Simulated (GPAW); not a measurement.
Here is a GPAW 26.7.0 calculation.

Contents of run.py:

```python
from ase import Atoms
from ase.filters import FrechetCellFilter
from ase.io import write
from ase.optimize import BFGS
from gpaw import GPAW, PW, setup_paths

setup_paths.insert(0, '.')

atoms = Atoms(['Hf', 'C'],
              cell=[[0.0, 2.325, 2.325],
                    [2.325, 0.0, 2.325],
                    [2.325, 2.325, 0.0]],
              scaled_positions=[[0.5, 0.5, 0.5],
                                [0.0, 0.0, 0.0]],
              pbc=True)

calc = GPAW(mode=PW(800),
            xc='PBEsol',
            kpts={'size': (10, 10, 10), 'gamma': True},
            occupations={'name': 'fermi-dirac', 'width': 0.05},
            nbands=18,
            convergence={'density': 1e-05, 'forces': 0.0001},
            maxiter=150,
            txt='gpaw.txt')
atoms.calc = calc
opt = BFGS(FrechetCellFilter(atoms), trajectory='relax.traj', logfile='-')
done = opt.run(fmax=0.02, steps=60)
calc.write('gs.gpw')
write('result.traj', atoms)
print('Converged:', done)
print('Cell:', atoms.cell.cellpar().round(4))
print('Volume:', round(atoms.get_volume(), 4))
print(atoms.get_scaled_positions().round(5))
```

Potentials or basis: PAW data sets generated in the run's folder for this functional, pw.

The run is started by

```sh
$ gpaw-setup -f PBEsol C Hf
$ OMP_NUM_THREADS=1 python run.py
```

Problem. Estimate the relaxed volume.

Solution. 12.29 Å³/atom.

Problem. Predict the relaxed cell.

Solution. a = 3.264 Å, b = 3.264 Å, c = 3.264 Å, α = 60.00°, β = 60.00°, γ = 60.00°.

Problem. Predict the space group after relaxing (to 0.05 Å).

Solution. Fm-3m (No. 225).

Problem. What does it give for the band gap on the k mesh?

Solution. None (metal or under the smearing width).

The path:
| step | energy change (eV) | largest force (eV/Å) | pressure (GPa) | volume (Å³) |
| --- | --- | --- | --- | --- |
| 1 | 0.0000 | 0.0000 | -5.31 | 25.14 |
| 2 | -0.0057 | 0.0000 | -3.20 | 24.91 |
| 3 | -0.0085 | 0.0000 | 0.07 | 24.59 |

Caveat: later steps reuse the first step's grids. The run has no spin-orbit coupling, so splittings on Hf are missing.
